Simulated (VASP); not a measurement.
GaN, 4 atoms in the cell. It takes space group P6_3mc (No. 186, hexagonal). The conventional cell has a = 3.180 Å, b = 3.180 Å, c = 5.166 Å, α = 90.00°, β = 90.00°, γ = 120.00°. Ga (site symmetry 3m) has 4 N at 1.94 to 1.95 Å as nearest neighbours. N (site symmetry 3m) is surrounded by 4 Ga at 1.94 to 1.95 Å. 

| Quantity | Value |
| --- | --- |
| Program | VASP 6.6.1 |
| Task | single point |
| Functional | PBE |
| Potentials or basis | VASP PAW PBE potentials, release 64 (Ga_d, N) |
| Cutoff | 520 eV |
| k mesh | 10 × 10 × 5 |
| Occupations | gaussian, width 0.019 eV |
| Spin | no spin polarisation |
| Further INCAR settings | ALGO = Normal; EDIFF = 1e-06 |

Potentials or basis: VASP PAW PBE potentials, release 64 (Ga_d, N).

Launch:

```console
$ cat potpaw_PBE.64/Ga_d/POTCAR potpaw_PBE.64/N/POTCAR > POTCAR
$ mpirun -np 1 vasp_std > vasp.out
```

Hardware: 1 thread of Intel(R) Xeon(R) Platinum 8488C (Sapphire Rapids) (shared host).

Q: How long does it take, and how much memory?

A: Wall time 30 s on 1 thread of Intel(R) Xeon(R) Platinum 8488C (Sapphire Rapids), on a shared host, peak memory 0.17 GiB. Counts: scf iterations 14, k points 42.
